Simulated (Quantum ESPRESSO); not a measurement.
Crystal: Hf.

```xyz
2
Lattice="3.1967 0.0000 0.0000 -1.5983 2.7684 0.0000 0.0000 0.0000 5.0578" Properties=species:S:1:pos:R:3 pbc="T T T"
Hf    1.5984    0.9228    3.7934
Hf    0.0000    1.8456    1.2645
```

Base run:

- Program: Quantum ESPRESSO 7.5
- Functional: PBE
- Potentials or basis: PseudoDojo 0.4 FR PBE standard
- Cutoff: 789 eV
- Density cutoff: 3157 eV
- k mesh: 10 × 10 × 5
- Occupations: fermi-dirac, width 0.05 eV
- Spin: spin-orbit coupling, no magnetisation

Its results: band gap on the k mesh none (metal or under the smearing width); pressure 0.5 GPa.

**Question.** The run is repeated on the same cell with these changes: potentials or basis from PseudoDojo 0.4 FR PBE standard to PseudoDojo 0.4 FR PBEsol standard; k mesh from 10 × 10 × 5 to 4 × 4 × 2. What comes out?

**Answer.** Band gap on the k mesh none (metal or under the smearing width); pressure 0.0 GPa.

Caveats: some runs use coarse meshes; the potentials were made for another functional, which shifts forces and pressure (some runs).

Not every run made on this cell is shown here.
